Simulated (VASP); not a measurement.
# CoO: equation of state with LDA

The system is CoO.

```
Co O
1.0
     1.51662    0.87562    2.46736
    -1.51662    0.87562    2.46736
     0.00000   -1.75124    2.46736
Co O
1 1
Cartesian
  0.0000 0.0000 0.0022
  0.0000 0.0000 5.5493
```

Measurements of this composition are mostly on another form, of space group No. 225.

```yaml
Program: VASP 6.6.1
Task: equation of state
Functional: LDA
Potentials_or_basis: VASP PAW LDA potentials, release 64 (Co, O)
Cutoff: 520 eV
k_mesh: 8 × 8 × 8
Occupations: fermi-dirac, width 0.05 eV
Spin: collinear spin, ferromagnetic start
Starting_moments: "[2.0, 0.0] μB"
Ladder: gaps
Further_INCAR_settings: ALGO = Normal; EDIFF = 1e-07
```

```json
{
  "Equilibrium volume": "9.85 Å³/atom",
  "Bulk modulus at fixed shape and positions": "219 GPa",
  "Pressure derivative of the bulk modulus": "4.6 (rough: it moves with the points fitted)"
}
```

Energy against volume, from the lowest point:
```
volume (Å³/atom)  energy (meV/atom)
           9.437              13.08
           9.633               3.48
           9.830               0.00
          10.026               1.94
          10.223               8.78
```

All runs of the series together: 78 s on 1 thread of Intel(R) Xeon(R) Platinum 8488C (Sapphire Rapids) (shared host).

Caveat: the cell was scaled at fixed shape and fractional positions, which overstates the stiffness of a crystal with free parameters, most of all of layers and chains.
